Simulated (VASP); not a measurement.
# CdTe (F-43m) in VASP: notebook, part 2 of 2

VASP 6.6.1.

## Step 3: Single point, PBE

This run uses another cell than the first one, of 28.97 Å³/atom, 0.880 times its volume.

INCAR reads:

```
PREC = Accurate
ENCUT = 520
EDIFF = 1E-6
ISMEAR = 0
SIGMA = 0.01
LREAL = F
LASPH = T
NELM = 100
ALGO = Normal
ISIF = 2
LWAVE = F
LCHARG = T
GGA = PE
LELF = T
LVHAR = T
NBANDS = 16
```

KPOINTS reads:

```
regular mesh
0
Gamma
  6 6 6
```

POSCAR reads:

```
CdTe
1.0
    0.0000000000      3.0713001284      3.0713001284
    3.0713001284      0.0000000000      3.0713001284
    3.0713001284      3.0713001284      0.0000000000
Cd Te
1 1
Direct
    0.0000000000      0.0000000000      0.0000000000
    0.2500000000      0.2500000000      0.2500000000
```

Potentials or basis: VASP PAW PBE potentials, release 64 (Cd, Te).

Command:

```sh
cat potpaw_PBE.64/Cd/POTCAR potpaw_PBE.64/Te/POTCAR > POTCAR
mpirun -np 1 vasp_std > vasp.out
```

OUTCAR:

```text
PREC = Accurate
   ENCUT = 520
   EDIFF = 1E-6
   ISMEAR = 0
   LREAL = F
   LASPH = T
   NELM = 100
   ISIF = 2
   GGA = PE

 ion  position               nearest neighbor table
   1  0.000  0.000  0.000-   2 2.66   2 2.66   2 2.66   2 2.66
   2  0.250  0.250  0.250-   1 2.66   1 2.66   1 2.66   1 2.66

  LATTYP: Found a face centered cubic cell.
 ALAT       =     6.1426002568

  Lattice vectors:

 A1 = (   0.0000000000,   3.0713001284,   3.0713001284)
 A2 = (   3.0713001284,   0.0000000000,   3.0713001284)
 A3 = (   3.0713001284,   3.0713001284,   0.0000000000)

Analysis of symmetry for initial positions (statically):
=====================================================================
 Subroutine PRICEL returns:
 Original cell was already a primitive cell.

 Routine SETGRP: Setting up the symmetry group for a
 face centered cubic supercell.

 Subroutine GETGRP returns: Found 24 space group operations
 (whereof 24 operations were pure point group operations)
 out of a pool of 48 trial point group operations.

The static configuration has the point symmetry T_d .

Analysis of symmetry for dynamics (positions and initial velocities):
=====================================================================
 Subroutine PRICEL returns:
 Original cell was already a primitive cell.

 Routine SETGRP: Setting up the symmetry group for a
 face centered cubic supercell.

 Subroutine GETGRP returns: Found 24 space group operations
 (whereof 24 operations were pure point group operations)
 out of a pool of 48 trial point group operations.

The dynamic configuration has the point symmetry T_d .

 Subroutine INISYM returns: Found 24 space group operations
 (whereof 24 operations are pure point group operations),
 and found     1 'primitive' translations

----------------------------------------------------------------------------------------

                                     Primitive cell

[... 99 lines left out ...]
   IMIX   =      4    mixing-type and parameters
     AMIX     =   0.40;   BMIX     =  1.00
     AMIX_MAG =   1.60;   BMIX_MAG =  1.00
  volume/ion in A,a.u.               =      28.97       195.51
  Fermi-wavevector in a.u.,A,eV,Ry     =   1.108749  2.095233 16.725986  1.229325
  Thomas-Fermi vector in A             =   2.245280
   LORBIT       =      0    0 simple, 1 ext, 2 COOP (PROOUT), +10 PAW based schemes
   GGA     = PE    functional components
   LHFCALC =     F    Hartree Fock is set to
   AEXX    =    0.0000 exact exchange contribution
   IVDW    =     0    specifies the selected vdW correction
   LEPSILON=     F    determine dielectric tensor
   LRPA    =     F    only Hartree local field effects (RPA)
 non-spin polarized calculation
 Gauss-broadening in eV      SIGMA  =   0.01
  energy-cutoff  :      520.00
  volume of cell :       57.94
 maximum number of plane-waves:      1588
   NGX = 17   NGY = 17   NGZ = 17

 number of electron      18.0000008 magnetization

 Free energy of the ion-electron system (eV)
  ---------------------------------------------------
  ext. energy  EPLUGINS =         0.00000000
  ---------------------------------------------------
  free energy    TOTEN  =        -4.29917994 eV

  energy without entropy =       -4.29917994  energy(sigma->0) =       -4.29917994

 E-fermi :   4.0925     XC(G=0):  -9.3185

 val. band max:        3.9820561366   @ k =   0.0000   0.0000   0.0000
 cond. band min:       5.2576987489   @ k =   0.0000   0.0000   0.0000
 fundamental gap:      1.2756426122
 Fermi energy:         4.0924576257

 k-point     1 :       0.0000    0.0000    0.0000
  band No.  band energies     occupation
      1      -8.2615      2.00000
      2      -5.0185      2.00000
      3      -5.0185      2.00000
      4      -5.0185      2.00000
      5      -4.6192      2.00000
      6      -4.6192      2.00000
[... 281 lines left out ...]
      3      -4.8079      2.00000
      4      -4.6979      2.00000
      5      -4.6040      2.00000
      6      -3.8019      2.00000
[... 8 lines left out ...]
     15      15.6938      0.00000
     16      15.9585      0.00000

------------------------ aborting loop because EDIFF is reached ----------------------------------------

  FORCE on cell =-STRESS in cart. coord.  units (eV):
  Direction    XX          YY          ZZ          XY          YZ          ZX
  --------------------------------------------------------------------------------------
  -------------------------------------------------------------------------------------
  Total        4.9569281      4.9569281      4.9569281      0.0000000      0.0000000      0.0000000
  in kB      137.0649554    137.0649554    137.0649554      0.0000000      0.0000000      0.0000000
  external PRESSURE =     137.0649554 kB  Pullay stress =       0.0000000 kB

 VOLUME and BASIS-vectors are now :
 -----------------------------------------------------------------------------
  energy-cutoff  :      520.00
  volume of cell :       57.94
      direct lattice vectors                 reciprocal lattice vectors
     0.000000000  3.071300128  3.071300128    -0.162797506  0.162797506  0.162797506
     3.071300128  0.000000000  3.071300128     0.162797506 -0.162797506  0.162797506
     3.071300128  3.071300128  0.000000000     0.162797506  0.162797506 -0.162797506

 POSITION                                       TOTAL-FORCE (eV/Angst)
 -----------------------------------------------------------------------------------
      0.00000      0.00000      0.00000        -0.000000     -0.000000     -0.000000
      1.53565      1.53565      1.53565         0.000000      0.000000      0.000000
 -----------------------------------------------------------------------------------
    total drift:                               -0.000000     -0.000000     -0.000000

  FREE ENERGIE OF THE ION-ELECTRON SYSTEM (eV)
  ---------------------------------------------------
  free  energy   TOTEN  =        -4.2991799372 eV

  energy  without entropy=       -4.2991799372  energy(sigma->0) =       -4.29917994
```

OSZICAR:

```text
N       E                     dE             d eps       ncg     rms          rms(c)
DAV:   1     0.102277316521E+03    0.10228E+03   -0.85242E+03   520   0.997E+02
DAV:   2    -0.126553513053E+01   -0.10354E+03   -0.99004E+02   624   0.242E+02
DAV:   3    -0.450757224824E+01   -0.32420E+01   -0.32384E+01   656   0.450E+01
DAV:   4    -0.453477735124E+01   -0.27205E-01   -0.27204E-01   760   0.364E+00
DAV:   5    -0.453495449535E+01   -0.17714E-03   -0.17714E-03   648   0.233E-01    0.797E+00
DAV:   6    -0.431696826684E+01    0.21799E+00   -0.37419E-01   656   0.849E+00    0.610E+00
DAV:   7    -0.429844072472E+01    0.18528E-01   -0.13603E-01   576   0.253E+00    0.198E+00
DAV:   8    -0.429888550900E+01   -0.44478E-03   -0.15001E-02   600   0.150E+00    0.580E-01
DAV:   9    -0.429909119606E+01   -0.20569E-03   -0.10882E-03   600   0.371E-01    0.164E-01
DAV:  10    -0.429915345208E+01   -0.62256E-04   -0.12343E-04   648   0.100E-01    0.567E-02
DAV:  11    -0.429917930838E+01   -0.25856E-04   -0.46558E-05   608   0.575E-02    0.152E-02
DAV:  12    -0.429917993719E+01   -0.62881E-06   -0.34790E-06   600   0.220E-02
   1 F= -.42991799E+01 E0= -.42991799E+01  d E =-.912261E-57
```

stdout:

```text
POSCAR found type information on POSCAR CdTe
 POSCAR found :  2 types and       2 ions
 scaLAPACK will be used
 LDA part: xc-table for (Slater+PW92), standard interpolation
 POSCAR, INCAR and KPOINTS ok, starting setup
 FFT: planning ... GRIDC
 FFT: planning ... GRID_SOFT
 FFT: planning ... GRID
 WAVECAR not read
 entering main loop
```

It took 11 s on 1 thread of AMD EPYC 9R45 (Zen 5), shared host; peak memory 0.15 GiB.

What came out:

```
Free energy            : -4.2992 eV
Pressure               : 13.7 GPa
Band gap on the k mesh : 1.28 eV, direct
```

Caveat: spin-orbit coupling is left out, which moves the levels of the heavy elements.

## Step 4: Against experiment

Step 2. A measured gap of CdTe is 1.607 eV (0 K; a printed reference work, data compilation); the calculated 0.87 eV misses it by -0.74 eV. Spin-orbit coupling on Cd, Te is left out. The value is that of PBE, without temperature or zero-point motion. Semilocal functionals fall short of measured gaps as a rule.

Step 3. Measured gap of CdTe: 1.607 eV (0 K; a printed reference work, data compilation). This calculation gives 1.28 eV (-0.33 eV). Spin-orbit coupling on Cd, Te is left out. The value is that of PBE, without temperature or zero-point motion. Semilocal functionals fall short of measured gaps as a rule.
